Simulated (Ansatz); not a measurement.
Runs of Ansatz 0.2.0 on MnO. It takes space group Fm-3m (No. 225, cubic). The conventional cell has a = 4.448 Å, b = 4.448 Å, c = 4.448 Å, α = 90.00°, β = 90.00°, γ = 90.00°. Mn (site symmetry m-3m) is surrounded by 6 O at 2.22 Å. Around O (site symmetry m-3m) lie 6 Mn at 2.22 Å. The cell is a database's computed one.

```csv
task,level,spin,k mesh,points for each segment of the path,mesh quality,gap on the mesh (eV),pressure (GPa),moment (μB)
band structure,BLYP,"collinear, ferromagnetic start",6 × 6 × 6,14,coarse,none,(a),4.71
band structure,RPBE,"collinear, ferromagnetic start",6 × 6 × 6,14,coarse,none,(d),4.77
single point,PBE0,"collinear, ferromagnetic start",6 × 6 × 6,-,not flagged,1.96,0.9,5.00
band structure,revPBE,"collinear, ferromagnetic start",6 × 6 × 6,14,coarse,none,3.0,(c)
band structure,LDA,"collinear, ferromagnetic start",6 × 6 × 6,14,coarse,none,-15.0,(b)
single point,PBEsol,"collinear, random start",10 × 10 × 10,-,not flagged,none,-7.2,4.77
single point,PBEsol,"collinear, ferromagnetic start",10 × 10 × 10,-,not flagged,none,-7.2,4.77
band structure,HSE06,"collinear, ferromagnetic start",6 × 6 × 6,4,not flagged,1.24,0.8,5.00
```

Alike in all rows: potentials or basis Ansatz PAW; cell as given; cutoff (eV) 420; smearing fermi-dirac 0.05 eV.

Task: Estimate the missing entries.

Result: (a) 3.7; (b) 4.69; (c) 4.75; (d) 4.6.

Caveats: some runs use coarse meshes; a cell with one magnetic atom can't hold antiferromagnetic order, which such compounds often take; the PAW data sets come from PBE, with cores solved anew for the run's functional, which leaves a small shift of forces and pressure; semilocal functionals often make such compounds metallic where correlation or magnetic order opens a gap, which also shifts bond lengths (some runs); the magnetic or orbital state may not be the lowest (some runs); the thresholds are loose for stress (some runs).

A k mesh can miss the band edges.

A gap of «none» marks a metal or a gap under the smearing width.

Runs at the PBE level aren't shown here.
